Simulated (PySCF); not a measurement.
A side-by-side comparison of computed properties.

First species: C₅H₁₁N₃SSi.
Atom-mapped SMILES: `[CH3:1][S:2][c:3]1[cH:4][n:5][n:6]([SiH:7]([CH3:8])[CH3:9])[n:10]1` (hydrogens: H11, H12, H13 on C1; H14 on C4; H15 on Si7; H16, H17, H18 on C8; H19, H20, H21 on C9)

Second species: diethyl ether, C4H10O.
SMILES: `CCOCC`

Levels: PBE0/pcSseg-1 for dipole moment, HOMO energy, LUMO energy and HOMO–LUMO gap; GFN2-xTB for rotational constant A and rotational constant C. Geometries: GFN2-xTB. Each structure is a single optimised conformer of the isolated species, non-relativistic unless stated. Electronic properties by PySCF.

Dipoles, sizes and rotational constants follow the conformer. The torsions of the flexible species, by atom-mapped SMILES:
- `[CH3:1][S:2][c:3]1[cH:4][n:5][n:6]([SiH:7]([CH3:8])[CH3:9])[n:10]1`: C1–S2–C3–C4 180°, N5–N6–Si7–C8 60°
- `[CH3:1][CH2:2][O:3][CH2:4][CH3:5]`: C1–C2–O3–C4 180°, C2–O3–C4–C5 180°

(1) Which has the higher LUMO energy?

(2) Which of the two has the higher dipole moment, and by how much?

(3) Which has the higher HOMO–LUMO gap?

(4) Which of the two has the higher rotational constant A, and by how much?

(5) Which has the higher rotational constant C?

(6) Which of the two has the higher HOMO energy, and by how much?

## Answers

(1) The second: 1.61 eV against -0.14 eV, a difference of 1.75 eV.

(2) The first: 1.85 D against 1.16 D, a difference of 0.69 D.

(3) The second: 8.87 eV against 6.07 eV, a difference of 2.80 eV.

(4) The second: 18.069 GHz against 2.233 GHz, a difference of 15.836 GHz.

(5) The second: 2.105 GHz against 0.460 GHz, a difference of 1.645 GHz.

(6) The first: -6.21 eV against -7.26 eV, a difference of 1.05 eV.

On the first: The dipole matches unit charges of opposite sign 0.39 Å apart (1 e·Å = 4.8032 D). A dipole of 1.85 D is allowed in Cs, and pure rotational transitions are dipole-allowed.

On the second: A dipole of 1.16 D is allowed in C2v, and pure rotational transitions are dipole-allowed. In atomic units the dipole is 0.46 e·bohr (1 au = 2.5417 D).
